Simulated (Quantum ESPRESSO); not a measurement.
Crystal: HfO2.

```xyz
6
Lattice="3.5580 0.0000 0.0000 0.0000 3.5580 0.0000 0.0000 0.0000 5.1719" Properties=species:S:1:pos:R:3 pbc="T T T"
Hf    0.0000    0.0000    0.0000
Hf    1.7790    1.7790    2.5859
O     0.0000    1.7790    1.0199
O     1.7790    0.0000    1.5660
O     1.7790    0.0000    4.1519
O     0.0000    1.7790    3.6059
```

Measurements of this composition are mostly on another form, of space group No. 14.

```yaml
Program: Quantum ESPRESSO 7.5
Task: single point
Functional: PBE
Potentials_or_basis: SSSP 1.3 efficiency PBE
Cutoff: 816 eV
Density_cutoff: 5987 eV
k_mesh: 8 × 8 × 5
Occupations: fermi-dirac, width 0.05 eV
Spin: no spin polarisation
```

On this cell: pressure 7.9 GPa; largest force 0.081 eV/Å; band gap on the k mesh 4.79 eV, indirect (least direct gap 4.86 eV).

The same run follows on a disturbed copy (atoms moved at random, drawn with an rms of 0.05 Å):

```
CELL_PARAMETERS angstrom
3.55802 0.00000 0.00000
0.00000 3.55802 0.00000
0.00000 0.00000 5.17186
ATOMIC_POSITIONS crystal
Hf 0.00208 0.01029 0.01088
Hf 0.51311 0.50310 0.49438
O 0.98779 0.50715 0.19614
O 0.50208 0.99534 0.29651
O 0.49375 0.00212 0.81003
O 0.99675 0.49559 0.69163
```

Task: What does the disturbed cell give?

Result: The energy moves by +19.9 meV/atom; pressure 9.3 GPa; largest force 1.584 eV/Å; band gap on the k mesh 4.58 eV, indirect (least direct gap 4.66 eV).

Forces on the atoms (eV/Å):
```
Hf  -0.305 -0.117 -1.550
Hf  -0.546 -0.291  1.065
O    0.218 -0.200  0.391
O   -0.279  0.657  0.440
O    0.425 -0.104 -0.462
O    0.488  0.056  0.116
```

Stress tensor (GPa, compression positive):
```
 7.18 -0.18  0.39
-0.18 11.57 -0.28
 0.39 -0.28  9.10
```

Caveats: spin-orbit coupling is left out, which moves the levels of the heavy elements; an odd mesh through Γ misses points on the zone boundary, where band edges often lie.
